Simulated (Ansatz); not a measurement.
BaF2 (fluorite, Fm-3m), a = 6.195 Å, b = 6.195 Å, c = 6.195 Å, α = 90.00°, β = 90.00°, γ = 90.00°; the cell used has 3 atoms.

Relaxed with r²SCAN. Independent-particle spectrum: no excitons, no local fields, no scissors shift; 0.1 eV broadening; ε₁ of the summed bands alone.

### Question
Tabulate the dielectric function from DFT-r²SCAN in the program Ansatz with PAW potentials.

### Answer


| E (eV) | ε₁ xx | ε₂ xx |
|---|---|---|
| 0.0 | 2.14 | 0.00 |
| 0.3 | 2.14 | 0.00 |
| 0.6 | 2.14 | 0.00 |
| 0.9 | 2.15 | 0.00 |
| 1.2 | 2.15 | 0.00 |
| 1.5 | 2.16 | 0.00 |
| 1.8 | 2.17 | 0.00 |
| 2.1 | 2.17 | 0.00 |
| 2.4 | 2.19 | 0.00 |
| 2.7 | 2.20 | 0.00 |
| 3.0 | 2.21 | 0.00 |
| 3.3 | 2.23 | 0.00 |
| 3.6 | 2.25 | 0.00 |
| 3.9 | 2.27 | 0.00 |
| 4.2 | 2.29 | 0.00 |
| 4.5 | 2.32 | 0.00 |
| 4.8 | 2.35 | 0.00 |
| 5.1 | 2.38 | 0.00 |
| 5.4 | 2.42 | 0.00 |
| 5.7 | 2.47 | 0.00 |
| 6.0 | 2.52 | 0.00 |
| 6.3 | 2.58 | 0.00 |
| 6.6 | 2.66 | 0.00 |
| 6.9 | 2.76 | 0.00 |
| 7.2 | 2.89 | 0.00 |
| 7.5 | 3.13 | 0.04 |
| 7.8 | 3.27 | 0.26 |
| 8.1 | 3.41 | 0.47 |
| 8.4 | 3.48 | 0.75 |
| 8.7 | 3.33 | 0.95 |
| 9.0 | 3.29 | 0.96 |
| 9.3 | 3.42 | 1.80 |
| 9.6 | 2.91 | 0.69 |
| 9.9 | 3.98 | 0.75 |
| 10.2 | 4.95 | 2.21 |
| 10.5 | 4.43 | 3.85 |
| 10.8 | 2.13 | 4.43 |
| 11.1 | 1.27 | 3.50 |
| 11.4 | 0.88 | 3.21 |
| 11.7 | 0.43 | 2.07 |
| 12.0 | 0.31 | 1.75 |

### Question
From ε at 9.5 eV (xx: 2.66 + 1.09i), find n, k, the normal reflectivity and the absorption coefficient.

### Answer
n = 1.66, k = 0.328, R = 8 %, α = 2kE/ħc = 320000 cm⁻¹.

With all bands, ε∞ without local fields is 2.38. DFPT, with local fields, gives 2.27.

The r²SCAN relaxation kept the symmetry of its start; phonons on a q-mesh show no instability. Scalar-relativistic: spin–orbit coupling is off unless named, which matters more the heavier the elements.

Potentials: the later of the program's two PAW sets.
